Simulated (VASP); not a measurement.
# BN: GW band gap, scheme by scheme

BN, F-43m (no. 216), 2 atoms in the cell. PBE, GW; PAW potentials N_GW, B_GW (PBE set).

| GW scheme | Iterations | Frequency points | Quasiparticle gap on the mesh (eV) | Gap of the starting point on the mesh (eV) | Quasiparticle gap at the zone centre (eV) | Starting gap at the zone centre (eV) | Correction of the gap between the band edges on the mesh (eV) | Time (s) |
|---|---|---|---|---|---|---|---|---|
| evGW0 low-scaling | 4 | 12 | 6.18 | 4.43 | 11.20 | 8.75 | 1.76 | 204 |
| evGW0 | 4 | 48 | 6.23 | 4.43 | 11.25 | 8.75 | 1.80 | 18 |
| QSGW0 | 4 | 48 | 6.33 | 4.43 | 11.43 | 8.75 | 1.90 | 37 |
| COHSEX | 6 | 1 | 7.56 | 4.43 | 12.64 | 8.75 | 3.13 | 41 |

Limits: the mesh is coarse: the screening isn't converged, and the gap may still move by about 0.1 eV.

## Input of the first row

INCAR.step1:
```
  PREC = Accurate
  ENCUT = 500
  ISMEAR = 0
  SIGMA = 0.05
  LASPH = True
  LREAL = False
  GGA = PE
  ALGO = Normal
  EDIFF = 1E-8
  NELM = 150
  LWAVE = True
  LCHARG = False
  KPAR = 4
```

INCAR.step2, as INCAR.step1 but for:
```
- ALGO = Normal
- NELM = 150
+ ALGO = Exact
+ NELM = 1
+ ISTART = 1
+ NBANDS = 80
+ LOPTICS = True
```

INCAR.step3:
```
  PREC = Accurate
  ENCUT = 500
  ISMEAR = 0
  SIGMA = 0.05
  LASPH = True
  LREAL = False
  GGA = PE
  ALGO = EVGW0R
  NBANDS = 80
  NBANDSGW = 14
  ENCUTGW = 200
  NOMEGA = 12
  PRECFOCK = Fast
  ISTART = 1
  LWAVE = False
  LCHARG = False
  NELMGW = 4
  MAXMEM = 1800
  LFOCKSTD = True
```

KPOINTS:
```
k-points
0
Gamma
  4 4 4
```

POSCAR:
```
BN
1.0
    0.0000000000      1.8130010000      1.8130010000
    1.8130010000      0.0000000000      1.8130010000
    1.8130010000      1.8130010000      0.0000000000
N B
1 1
Direct
    0.2500000000      0.2500000000      0.2500000000
    0.0000000000      0.0000000000      0.0000000000
```

Commands (each step's output is kept before the next begins):
```
cat potpaw_PBE.64/N_GW/POTCAR potpaw_PBE.64/B_GW/POTCAR > POTCAR
cp INCAR.step1 INCAR
mpirun -np 4 vasp_std > vasp.out
cp INCAR.step2 INCAR
mpirun -np 4 vasp_std > vasp.out
cp INCAR.step3 INCAR
mpirun -np 4 vasp_std > vasp.out
```

Changes of the last row against the first:
```
(step 3)
- ALGO = EVGW0R
- NOMEGA = 12
- NELMGW = 4
- MAXMEM = 1800
- LFOCKSTD = True
+ ALGO = QPGW
+ NOMEGA = 1
+ NELMGW = 6
+ LOPTICS = True
+ LPEAD = True
+ KPAR = 4
```

VASP 6.6.1 took 204 s on 4 cores (AMD EPYC 9R14 (Zen 4)), a shared host.
